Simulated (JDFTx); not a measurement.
**Rh under changes of volume**

One of the cells (13.671 Å³/atom); the others are scaled copies at fixed shape and fractional positions:

```
CELL_PARAMETERS angstrom
0.00000 1.89785 1.89785
1.89785 0.00000 1.89785
1.89785 1.89785 0.00000
ATOMIC_POSITIONS crystal
Rh 0.00000 0.00000 0.00000
```

| Quantity | Value |
| --- | --- |
| Program | JDFTx 1.7.0 (patched build) |
| Functional | PBEsol |
| Potentials or basis | PseudoDojo-SR-PBEsol-0.4.1-standard |
| Cutoff | 1197 eV |
| Density cutoff | 4789 eV |
| k mesh | 12 × 12 × 12 |
| Occupations | fermi-dirac, width 0.05 eV |
| Spin | no spin polarisation |

```csv
volume (Å³/atom),energy over the lowest point (meV/atom),pressure (GPa)
12.851,32.77,17.0
13.125,?,?
13.398,0.00,2.7
13.671,0.62,-3.3
13.945,10.78,-8.6
14.218,29.38,-13.2
14.492,55.43,-17.3
```

Question: What does the run at 13.125 Å³/atom give?

Answer: Energy over the lowest point 10.25 meV/atom; pressure 9.4 GPa.

Worked out: A Birch-Murnaghan fit of order 3 (a polynomial in V^(-2/3)) to the other rows has its minimum at 13.52 Å³/atom with B0 = V·E''(V) = 297 GPa and B' = 5.2. It gives 10.20 meV/atom at 13.125 Å³/atom, against the run's 10.25, and -dE/dV = 9.4 GPa, against 9.4.

Energies are extrapolated to zero smearing.
